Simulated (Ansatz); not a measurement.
# Piezoelectric response of BaS in the F-43m structure — Ansatz, plane waves and PAW

Space group F-43m (No. 216), 2 atoms in the cell of the first input below: a = 4.975 Å, b = 4.975 Å, c = 4.975 Å, α = 60.00°, β = 60.00°, γ = 60.00°.

The structure was started from a prototype and need not be a known phase, relaxed without spin–orbit coupling to zero pressure (pressure 0.0 GPa with this functional, without spin–orbit coupling). Functional: PBE.

Input:

```yaml
crystal:
  lattice:
    - [0.0, 3.5181767076, 3.5181767076]
    - [3.5181767076, 0.0, 3.5181767076]
    - [3.5181767076, 3.5181767076, 0.0]
  atoms:
    - { symbol: Ba, position: [0.0, 0.0, 0.0] }
    - { symbol: S, position: [0.25, 0.25, 0.25] }
basis:
  ecutwfc: 420
  ecutrho_ratio: 4
kpoints:
  mp_grid: { grid: [8, 8, 8] }
hamiltonian:
  xc: pbe
scf:
  occupations: { method: fixed }
output:
  forces: true
  stress: true
  eigenvalues: true
  polarization: {}
elastic:
  mode: relaxed_ion
  stencil: two_point
```

```bash
ansatz run input.yaml --threads 4 --pin off --max-ram 9216MiB --backend cpu --events-out ev --progress --plain --runs-dir out
```

Time: 30 s on 4 threads of Arm Neoverse V2 (shared host), peak memory 0.61 GiB.

Elastic constants with relaxed ions (GPa, engineering shears):

|  | xx | yy | zz | yz | xz | xy |
| --- | --- | --- | --- | --- | --- | --- |
| xx | 30.0 | 26.4 | 26.4 | 0.0 | 0.0 | 0.0 |
| yy | 26.4 | 30.0 | 26.4 | 0.0 | 0.0 | 0.0 |
| zz | 26.4 | 26.4 | 30.0 | 0.0 | 0.0 | 0.0 |
| yz | 0.0 | 0.0 | 0.0 | 7.8 | 0.0 | 0.0 |
| xz | 0.0 | 0.0 | 0.0 | 0.0 | 7.8 | 0.0 |
| xy | 0.0 | 0.0 | 0.0 | 0.0 | 0.0 | 7.8 |

Proper piezoelectric stress tensor e (C/m²):

```tsv
	xx	yy	zz	yz	xz	xy
x	0.000	0.000	0.000	0.170	0.000	0.000
y	0.000	0.000	0.000	0.000	0.170	0.000
z	0.000	0.000	0.000	0.000	0.000	0.170
```

Signs follow the polarity of the cell as typed: the inverted crystal has all signs reversed.

Problem. Which piezoelectric strain constant d is largest in size (symmetry may tie others with it)?

Solution. d = e C⁻¹ gives d(x; yz) = 21.7 pC/N, tied by symmetry with others.

|  | xx | yy | zz | yz | xz | xy |
| --- | --- | --- | --- | --- | --- | --- |
| x | 0.0 | 0.0 | 0.0 | 21.7 | 0.0 | 0.0 |
| y | 0.0 | 0.0 | 0.0 | 0.0 | 21.7 | 0.0 |
| z | 0.0 | 0.0 | 0.0 | 0.0 | 0.0 | 21.7 |

Caveats: no phonons were computed, so distortions that enlarge the cell are untested, and the real phase may be another, perhaps a centrosymmetric one without piezoelectricity; no spin-orbit coupling, which matters for these elements; one direction is soft, so d depends strongly on the cell and, in layered crystals, on dispersion forces that the functional lacks.

The sizeable strain response, 21.7 pC/N, owes much to elastic compliance: a modest stress coefficient of 0.170 C/m² acts against a shear stiffness of only 7.8 GPa. The near equality of the two normal-strain constants, 30.0 and 26.4 GPa, reveals an even softer tetragonal shear, but in this crystal class that mode does not couple linearly to the polarization. The piezoelectric constant is therefore set by the yz-type shear, not by the softest one.

The weak shear resistance probably reflects the predominantly ionic Ba–S bonding. A large, electropositive cation gives little of the directional covalency that stiffens tetrahedral semiconductors, and the open framework can change shape more easily than volume. The same preference for denser ionic packing favours rocksalt, the usual structure of BaS, where inversion symmetry forbids piezoelectricity. The result thus describes a hypothetical zinc-blende polymorph, not ordinary BaS. The total coefficient alone does not show how far the electronic and internal-displacement contributions reinforce or cancel each other.
